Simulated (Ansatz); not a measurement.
# LiNbO3: the cost of one run

Method: DFT PBE, scalar-relativistic, plane waves, PAW, in Ansatz 0.2.0.

The COD cell was measured well above room temperature, so it is larger than a cold one.

16 further runs of the same task are left out: 16 set aside as unsound or not needed. Runs told in other sessions of the task aren't counted.

**1. Starting point**

It takes space group R-3c (No. 167, trigonal). Conventional cell: a = 5.223 Å, b = 5.223 Å, c = 13.795 Å, α = 90.00°, β = 90.00°, γ = 120.00°. Li (site symmetry 32) is surrounded by 3 O at 1.99 Å. Nb (site symmetry -3) has 6 O at 2.00 Å in its first shell of neighbours. Around O (site symmetry 2) lie 1 Li at 1.99 Å and 2 Nb at 2.00 Å.

Structure file:

```cif
data_structure
_symmetry_space_group_name_H-M 'R-3c:H'
_symmetry_Int_Tables_number 167
_cell_length_a 5.2231
_cell_length_b 5.2231
_cell_length_c 13.7954
_cell_angle_alpha 90.000
_cell_angle_beta 90.000
_cell_angle_gamma 120.000
_cell_volume 325.92
loop_
_atom_site_label
_atom_site_type_symbol
_atom_site_symmetry_multiplicity
_atom_site_Wyckoff_symbol
_atom_site_fract_x
_atom_site_fract_y
_atom_site_fract_z
_atom_site_occupancy
Li1 Li 6 a 0.33333 0.66667 0.41667 1
Nb1 Nb 6 b 0.00000 0.00000 0.50000 1
O1 O 18 e 0.38034 0.00000 0.25000 1
```

This cell was relaxed beforehand with the same method: volume 10.86 Å³/atom, gap on the mesh 2.51 eV.

**2. The scan**

The energy is mapped over the lattice constants a and c of the conventional cell.

- lattice constant a (and b): 7 values from 4.857 to 5.589 Å
- lattice constant c: 7 values from 13.106 to 14.485 Å

Nothing else is relaxed (fractional coordinates fixed). Energies count from the relaxed crystal. Points are written as (first, second).

**3. Point (5.467 Å, 13.106 Å)**

Input file input.yaml:

```yaml
crystal:
  lattice:
    - [2.7334, 1.5781292259, 4.3685666666]
    - [-2.7334, 1.5781292259, 4.3685666666]
    - [0.0, -3.1562584515, 4.3685666667]
  atoms:
    - { symbol: Li, position: [0.25, 0.25, 0.25] }
    - { symbol: Li, position: [0.75, 0.75, 0.75] }
    - { symbol: Nb, position: [0.0, 0.0, 0.0] }
    - { symbol: Nb, position: [0.5, 0.5, 0.5] }
    - { symbol: O, position: [0.1303353734, 0.3696646266, 0.75] }
    - { symbol: O, position: [0.75, 0.1303353734, 0.3696646266] }
    - { symbol: O, position: [0.3696646266, 0.75, 0.1303353734] }
    - { symbol: O, position: [0.8696646266, 0.6303353734, 0.25] }
    - { symbol: O, position: [0.25, 0.8696646266, 0.6303353734] }
    - { symbol: O, position: [0.6303353734, 0.25, 0.8696646266] }
basis:
  ecutwfc: 520.0
kpoints:
  mp_grid: { grid: [6, 6, 6] }
hamiltonian:
  xc: pbe
  pseudopotentials: { kind: paw, azcp: { folder: soft_1 } }
scf:
  occupations: { method: gaussian, width: 0.05 }
output:
  forces: true
  stress: true
  eigenvalues: true
  write_density: true
  write_potential: true
  elf: true
  volumetric_format: npy
```

The run is started by

```sh
$ ansatz run input.yaml --threads 2 --pin off --max-ram 4096MiB --backend cpu --events-out ev --progress --plain --runs-dir out
```

**Question.** How long does this run take on 2 threads of Arm Neoverse N1, shared host, and how much memory does it need?

About 17 s, with a peak of 0.52 GiB.
